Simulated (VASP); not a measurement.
Write the native input for VASP 6.6.1 that does the following.

- Task: relaxation of cell and atoms
- Functional: r2SCAN
- Potentials or basis: VASP PAW PBE potentials, release 64 (Ge_d)
- Cutoff: 600 eV
- k mesh: 6 × 6 × 4
- Occupations: gaussian, width 0.03 eV
- Spin: no spin polarisation
- Further INCAR settings: ALGO = Normal; EDIFF = 1e-06; IBRION = 2; EDIFFG = -0.01; NSW = 90; ISIF = 3

The structure of Ge lies in POSCAR:

```
Ge
1.0
    5.9300000000      0.0000000000      0.0000000000
    0.0000000000      5.9300000000      0.0000000000
    0.0000000000      0.0000000000      6.9800000000
Ge
12
Direct
    0.0750000000      0.0750000000      0.0000000000
    0.4250000000      0.5750000000      0.7500000000
    0.9250000000      0.9250000000      0.5000000000
    0.5750000000      0.4250000000      0.2500000000
    0.1667000000      0.3750000000      0.2500000000
    0.1250000000      0.6667000000      0.0000000000
    0.8333000000      0.6250000000      0.7500000000
    0.8750000000      0.3333000000      0.5000000000
    0.6667000000      0.1250000000      0.0000000000
    0.6250000000      0.8333000000      0.2500000000
    0.3333000000      0.8750000000      0.5000000000
    0.3750000000      0.1667000000      0.7500000000
```

This isn't the form of Ge at room conditions, which is diamond.

These files were run (other wordings do the same):

INCAR

```
PREC     = Accurate       # precision mode
ENCUT    = 600            # plane-wave cutoff, eV
EDIFF    = 1E-6           # SCF threshold, eV
ISMEAR   = 0              # smearing method
SIGMA    = 0.03           # smearing width, eV
LREAL    = False          # projectors in reciprocal space
LASPH    = True           # aspherical terms in the spheres
NELM     = 80             # most SCF steps
ALGO     = Normal         # electronic algorithm
ISIF     = 3              # what is computed and relaxed
LWAVE    = False          # write WAVECAR
LCHARG   = False          # write CHGCAR
METAGGA  = R2SCAN         # meta-GGA
LMIXTAU  = True         
IBRION   = 2              # ionic algorithm
NSW      = 90             # ionic steps
EDIFFG   = -0.01          # ionic threshold
KPAR     = 4
```

KPOINTS

```
Automatic mesh
0
Gamma
  6 6 4
```

Potentials or basis: VASP PAW PBE potentials, release 64 (Ge_d).

Command:

```sh
$ cat potpaw_PBE.64/Ge_d/POTCAR > POTCAR
$ mpirun -np 4 vasp_std > vasp.out
```

It gave:

- Relaxed volume: 20.91 Å³/atom
- Relaxed cell: a = 5.949 Å, b = 5.949 Å, c = 7.089 Å, α = 90.00°, β = 90.00°, γ = 90.00°
- Space group after relaxing (to 0.05 Å): P4_32_12 (No. 96)
- Energy gained by relaxing: 17.9 meV/atom
- Ionic steps: 16
- Pressure after relaxing: 0.0 GPa
- Largest force after relaxing: 0.006 eV/Å
- Band gap on the k mesh: 0.72 eV, direct

Caveat: the PAW data sets were made with another functional, which shifts forces and pressure a little.

Run time: 72 min on 4 MPI ranks on Intel(R) Xeon(R) 6975P-C (Granite Rapids), with other jobs on the host, peak memory 0.78 GiB a rank.
